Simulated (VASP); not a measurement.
**From an Ansatz input to VASP: GaN (strained zincblende)**

Ansatz input

```yaml
crystal:
  lattice:
    - [0.0, 2.3389106427, 2.3389106427]
    - [2.3389106427, 0.0, 2.3389106427]
    - [2.3389106427, 2.3389106427, 0.0]
  atoms:
    - { symbol: Ga, position: [0.0, 0.0, 0.0] }
    - { symbol: "N", position: [0.25, 0.25, 0.25] }
kpoints:
  mp_grid: { grid: [10, 10, 10] }
  band_path:
    path:
      - [0.0, 0.0, 0.0]
      - [-0.5, -0.5, 0.0]
      - [-0.375, -0.375, 0.25]
      - [-0.375, 0.0, 0.375]
      - [0.0, 0.0, 0.5]
      - [-0.5, -0.25, 0.25]
    npoints: 1
hamiltonian:
  xc: pbe
scf:
  occupations: { method: fermi_dirac, width: 0.02 }
  n_extra_bands: 4
output:
  forces: true
  stress: true
  eigenvalues: true
  write_density: true
  write_potential: true
  elf: true
  volumetric_format: npy
```

Task: Which VASP files do the same job?

Result: 

INCAR

```
ISMEAR = -1
SIGMA = 0.02
ISIF = 2
LWAVE = .FALSE.
LREAL = .FALSE.
LCHARG = .FALSE.
LASPH = .TRUE.
ENCUT = 520
NELM = 120
GGA = PE
IBRION = -1
NBANDS = 16
NSW = 0
EDIFF = 1E-7
PREC = Accurate
```

KPOINTS

```
KPOINTS created by Atomic Simulation Environment
0
Gamma
10 10 10
0 0 0
```

KPOINTS_OPT

```
special points
6
Reciprocal
0.0000000000 0.0000000000 0.0000000000 1
-0.5000000000 -0.5000000000 0.0000000000 1
-0.3750000000 -0.3750000000 0.2500000000 1
-0.3750000000 0.0000000000 0.3750000000 1
0.0000000000 0.0000000000 0.5000000000 1
-0.5000000000 -0.2500000000 0.2500000000 1
```

POSCAR

```
Ga N
 1.0000000000000000
     0.0000000000000000    2.3389106427000002    2.3389106427000002
     2.3389106427000002    0.0000000000000000    2.3389106427000002
     2.3389106427000002    2.3389106427000002    0.0000000000000000
 Ga  N
   1   1
Cartesian
  0.0000000000000000  0.0000000000000000  0.0000000000000000
  1.1694553213500001  1.1694553213500001  1.1694553213500001
```

VASP ran with the recommended PBE PAW datasets (18 valence electrons in the cell). Other inputs would serve too.

|  | Ansatz | VASP |
| --- | --- | --- |
| gap between bands v and c | 1.01 eV | 1.01 eV |
| least direct gap | 1.01 eV | 1.01 eV |
| pressure | -12.0 GPa | -11.8 GPa |

Each program uses its own PAW datasets. VASP's cell holds 18 valence electrons and Ansatz's 18. Ansatz's stress includes a Pulay correction; VASP's doesn't.
